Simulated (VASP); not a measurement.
# TePb: single point with PBE

**Measured values to compare with.**

From a printed reference work, monograph, for a bulk crystal of TePb at 4.2 K: band gap 0.19 eV (direct).

The system is TePb.

```
CELL_PARAMETERS angstrom
0.00000 3.28466 3.28466
3.28466 0.00000 3.28466
3.28466 3.28466 0.00000
ATOMIC_POSITIONS crystal
Te 0.50000 0.50000 0.50000
Pb 0.00000 0.00000 0.00000
```

```yaml
Program: VASP 6.6.1
Task: single point
Functional: PBE
Potentials_or_basis: VASP PAW PBE potentials, release 64 (Te, Pb_d)
Cutoff: 520 eV
k_mesh: 10 × 10 × 10
Occupations: gaussian, width 0.01 eV
Spin: no spin polarisation
```

| Item | Value |
| --- | --- |
| Pressure | -0.1 GPa |
| Band gap on the k mesh | 0.83 eV, direct |

Levels at points of the mesh, in eV from the valence-band top:
| k point | band 6 | band 7 | band 8 | band 9 | band 10 | band 11 | band 12 | band 13 | band 14 | band 15 |
| --- | --- | --- | --- | --- | --- | --- | --- | --- | --- | --- |
| (0.00, 0.00, 0.00) | -11.61 | -5.71 | -1.16 | -1.16 | -1.16 | 4.03 | 4.03 | 4.03 | 5.92 | 5.92 |
| (0.50, 0.00, 0.00) | -10.31 | -8.33 | -0.73 | -0.73 | 0.00 | 0.83 | 1.40 | 1.40 | 8.34 | 9.14 |
| (0.50, 0.50, 0.00) | -10.10 | -7.21 | -4.11 | -2.51 | -2.51 | 3.51 | 5.30 | 5.30 | 6.43 | 10.00 |

It took 54 s on 1 thread of Intel(R) Xeon(R) Platinum 8259CL CPU @ 2.50GHz (Skylake/Cascade Lake), on a shared host, peak memory 0.23 GiB.

A measured gap of TePb is 0.19 eV (direct; 4.2 K; a printed reference work, monograph); the calculated 0.83 eV misses it by +0.64 eV. Spin-orbit coupling on Pb, Te is left out. The value is that of PBE on a finite k mesh, which can miss the band edges, without temperature or zero-point motion.

Caveat: spin-orbit coupling is left out, which moves the levels of the heavy elements.
